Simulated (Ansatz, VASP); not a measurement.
## B3N: VASP beside Ansatz

```
B N
1.0
     2.45817    0.00000    0.00000
     0.00000    2.45817    0.00000
     0.00000    0.00000    4.45719
B N
3 1
Direct
  0.50000 0.00000 0.70432
  0.00000 0.00000 0.00000
  0.00000 0.50000 0.29568
  0.50000 0.50000 0.50000
```

Alike in both runs: functional PBE; k mesh 16 × 16 × 8; occupations gaussian, width 0.1 eV; no spin polarisation.

Ansatz relaxed the structure, and its values are those at the end. VASP's run is a single point on that final structure, the one shown.

```csv
,VASP,Ansatz
version,VASP 6.6.1,Ansatz 0.2.0
potentials or method,"VASP PAW PBE potentials, release 64 (B, N)","scalar-relativistic, plane waves, PAW"
plane-wave cutoff (eV),520,420
valence electrons in the cell,14,14
```

```tsv
	VASP	Ansatz	Ansatz less VASP
gap on the k mesh at the Fermi level (eV)	none	none	-
pressure (GPa)	0.2	0.0	-0.16
rms of the force components (eV/Å)	0.009	0.000	-0.0092
```

A gap of «none» marks a metal or a gap that the smearing closes. The functional is the same, so the differences come from potentials, cutoffs and numerics.
